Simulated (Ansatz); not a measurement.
Results of PBEsol-D3(BJ) in Ansatz (plane waves, PAW) for wurtzite BeO.

Run with plane-wave cutoff 520 eV, 18×18×8 k mesh (along the axes of the cell as run), Fermi–Dirac smearing 0.01 eV, scalar-relativistic PAW data made under PBE.

Computed at the level's own relaxed cell.

```yaml
crystal:
  lattice:
    - [1.33880, -2.31886, 0.00000]
    - [1.33880, 2.31886, 0.00000]
    - [0.00000, 0.00000, 4.34811]
  atoms:
    - { symbol: Be, position: [0.66667, 0.33333, 0.50015] }
    - { symbol: Be, position: [0.33333, 0.66667, 0.00015] }
    - { symbol: O, position: [0.66667, 0.33333, 0.87785] }
    - { symbol: O, position: [0.33333, 0.66667, 0.37785] }
```

List the 10 lowest band energies at Γ above −25 eV (eV, relative to the valence band maximum), grouping those that round alike.

At Γ: -18.80, -16.89, -6.48, -1.04 (×2), -0.04 (×2), 0.00, 7.69, 11.71.

Ansatz is a first-principles code.
